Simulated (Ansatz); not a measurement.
## Ag: do energies and stresses tell the same story?

Computed with DFT PBEsol, scalar-relativistic, plane waves, PAW (Ansatz 0.2.0).

Settings: cutoff 420 eV, Γ-centred mesh 18×18×18 on the computed 3-atom cell, Gaussian smearing of 0.10 eV; no spin polarisation.

Relaxed cell: R-3m, a = 2.869 Å, b = 2.869 Å, c = 21.059 Å, α = 90.00°, β = 90.00°, γ = 120.00°, 3 atoms in the primitive cell. This form isn't the element's structure at ambient conditions.

Energies at zero smearing and pressures from the stress tensor, at volumes with shape and atoms relaxed:
```
V (Å³/atom) E − E(first) (meV/atom) P (GPa)
     15.676                     0.00     8.70
     16.176                   -19.46     3.92
     16.677                   -25.40     0.00
     17.177                   -20.23    -3.21
     17.677                    -5.98    -5.83
```

Check P = −dE/dV between neighbouring volumes, and get the bulk modulus from the pressures alone.

With 1 eV/Å³ = 160.2 GPa:
| middle V (Å³/atom) | −ΔE/ΔV (GPa) | mean P (GPa) |
| --- | --- | --- |
| 15.926 | 6.233 | 6.310 |
| 16.427 | 1.901 | 1.962 |
| 16.927 | -1.655 | -1.602 |
| 17.427 | -4.565 | -4.517 |

The two differ by 0.08 GPa at most. The mean of two end pressures misses the average over a step by about ΔV² P″/12, up to 0.08 GPa here; with that taken off 0.00 GPa remains. Around V = 16.677 Å³/atom, the two neighbours give B = −V ΔP/ΔV = 16.677 × 7.13 / 1.001 = 118.8 GPa, against B0 = 118.1 GPa from the Birch–Murnaghan fit of the energies.